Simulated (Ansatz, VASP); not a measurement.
# One calculation of Au, two programs

```
CELL_PARAMETERS angstrom
0.00000 2.12655 2.12655
2.12655 0.00000 2.12655
2.12655 2.12655 0.00000
ATOMIC_POSITIONS crystal
Au 0.00000 0.00000 0.00000
```

Change from the starting cell: volume scaled by 1.06.

Alike in both runs: task single point; functional LDA; k mesh 15 × 15 × 15; occupations fermi-dirac, width 0.03 eV; no spin polarisation.

|  | VASP | Ansatz |
| --- | --- | --- |
| version | VASP 6.6.1 | Ansatz 0.2.0 |
| potentials or method | VASP PAW LDA potentials, release 64 (Au), cutoff 520 eV | all-electron LAPW, scalar-relativistic |

|  | VASP | Ansatz | Ansatz less VASP |
| --- | --- | --- | --- |
| pressure (GPa) | -18.5 | -18.9 | -0.32 |

Ansatz ran all-electron here, so the differences hold the error of VASP's frozen core and of both bases.

Caveats: so large a pressure means that the cell lies far from this level's equilibrium, or that cutoff or potentials fall short (VASP). Spin-orbit coupling is left out, which matters for the levels of Au.
